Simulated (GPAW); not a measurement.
Wanted: an ASE script for a GPAW 26.7.0 run.

```yaml
Task: single point
Functional: PBE
Potentials_or_basis: GPAW PAW data sets (gpaw-data 1.2.1)
Cutoff: 500 eV
Basis: pw
k_mesh: 6 × 6 × 6
Occupations: fermi-dirac, width 0.05 eV
Spin: no spin polarisation
Maxiter: 80
```

The system is SnTe.

```xyz
2
Lattice="0.0000 3.1509 3.1509 3.1509 0.0000 3.1509 3.1509 3.1509 0.0000" Properties=species:S:1:pos:R:3 pbc="T T T"
Te    3.1509    3.1509    3.1509
Sn    0.0000    0.0000    0.0000
```

One way to write it, as run:

run.py

```python
from ase import Atoms
from ase.dft.bandgap import bandgap
from ase.io import write
from ase.units import GPa
from gpaw import GPAW, PW

atoms = Atoms(['Te', 'Sn'],
              cell=[[0.0, 3.15085, 3.15085],
                    [3.15085, 0.0, 3.15085],
                    [3.15085, 3.15085, 0.0]],
              scaled_positions=[[0.5, 0.5, 0.5],
                                [0.0, 0.0, 0.0]],
              pbc=True)

calc = GPAW(mode=PW(500),
            xc='PBE',
            kpts={'size': (6, 6, 6), 'gamma': True},
            occupations={'name': 'fermi-dirac', 'width': 0.05},
            nbands=19,
            convergence={'density': 1e-05, 'energy': 1e-05},
            maxiter=80,
            txt='gpaw.txt')
atoms.calc = calc
energy = atoms.get_potential_energy()
forces = atoms.get_forces()
stress = atoms.get_stress()
calc.write('gs.gpw')
write('result.traj', atoms)
print(f'Energy: {energy:.6f} eV')
print('Forces (eV/A):')
print(forces.round(4))
print('Stress (GPa):', (stress / GPa).round(3))
print('Fermi level:', round(calc.get_fermi_level(), 4), 'eV')
print(f'Gap: {bandgap(calc)[0]:.4f} eV, direct: {bandgap(calc, direct=True)[0]:.4f} eV')
```

Potentials or basis: GPAW PAW data sets (gpaw-data 1.2.1), pw.

Command:

```sh
$ OMP_NUM_THREADS=1 python run.py
```

Results of the run:

```
Pressure               : 1.7 GPa
Band gap on the k mesh : 0.11 eV, direct
```

Caveat: the cutoff is short for stress and forces, so pressures can be off by a GPa or more; spin-orbit coupling is left out, which moves the levels of the heavy elements.

Wall time 7.9 s on 1 thread of Intel(R) Xeon(R) Platinum 8488C (Sapphire Rapids), with other jobs on the host, peak memory 0.15 GiB.
